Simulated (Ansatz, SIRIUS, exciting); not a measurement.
## Sb: programs and potentials compared

```
Sb
1.0
     3.18307   -0.00916   -0.07927
    -0.00916    3.13721   -0.05653
    -0.07927   -0.05653    3.16292
Sb
1
Direct
  0.00350 0.00307 0.97826
```

This isn't the form of Sb at room conditions, which is rhombohedral.

The given cell was strained at random by a few per cent at fixed volume.

Alike in all runs: task single point; functional PBEsol; k mesh 8 × 8 × 8; occupations fermi-dirac, width 0.05 eV; no spin polarisation; no spin-orbit coupling. Pressure is positive in compression and, in plane waves, holds the error of the finite cutoff, which Ansatz's Pulay term estimates and takes out.

| program and potentials | plane-wave cutoff (eV) | notes | band gap (eV) | pressure (GPa) | energy over the undisturbed cell (meV/atom) |
| --- | --- | --- | --- | --- | --- |
| Ansatz, Ansatz PAW | 420 | potentials made for PBE, which Ansatz adapts in part | ? | ? | ? |
| Ansatz, all-electron LAPW, scalar-relativistic | - | - | no gap | -4.73 | - |
| exciting, all-electron LAPW+lo, shipped species files, valence relativity iora* | - | - | no gap | - | 1.51 |
| SIRIUS, PseudoDojo 0.4.1 PBEsol standard (scalar relativistic) | 1102 | - | no gap | -4.78 | 1.32 |

**Question.** Estimate from the other rows what the run with Ansatz, Ansatz PAW gave.

**Answer.** No band gap; pressure -4.74 GPa; energy over the undisturbed cell 1.29 meV/atom. Its pressure holds a Pulay term of +0.03 GPa. The other rows, which needn't bracket it: pressure -4.78 to -4.73; energy over the undisturbed cell 1.32 to 1.51.
